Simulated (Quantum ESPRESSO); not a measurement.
**Nb in Quantum ESPRESSO: the effect of functional**

The system is Nb.

```
CELL_PARAMETERS angstrom
-1.66395 1.66395 1.66395
1.66395 -1.66395 1.66395
1.66395 1.66395 -1.66395
ATOMIC_POSITIONS crystal
Nb 0.00000 0.00000 0.00000
```

Alike in all runs:

| Property | Result |
| --- | --- |
| Program | Quantum ESPRESSO 7.5 |
| Task | phonon dispersion |
| Cutoff | 1116 eV |
| Density cutoff | 4463 eV |
| k mesh | 10 × 10 × 10 |
| Occupations | cold, width 0.2 eV |
| Spin | no spin polarisation |

Each run relaxes the cell or the atoms first.

**Question.** One run gave: relaxed volume 17.09 Å³/atom; highest phonon frequency 209 cm⁻¹. Which functional did it use?
A. LDA
B. PBEsol
C. PBE

**Answer.** A.

```tsv
functional	potentials or basis	relaxed volume (Å³/atom)	highest phonon frequency (cm⁻¹)
LDA	PseudoDojo 0.4.1 SR LDA standard	17.09	209
PBE	PseudoDojo 0.4.1 SR PBE standard	18.19	195
PBEsol	PseudoDojo 0.4.1 SR PBEsol standard	17.52	204
```

Caveats: the mesh is thin for the phonons of a metal.
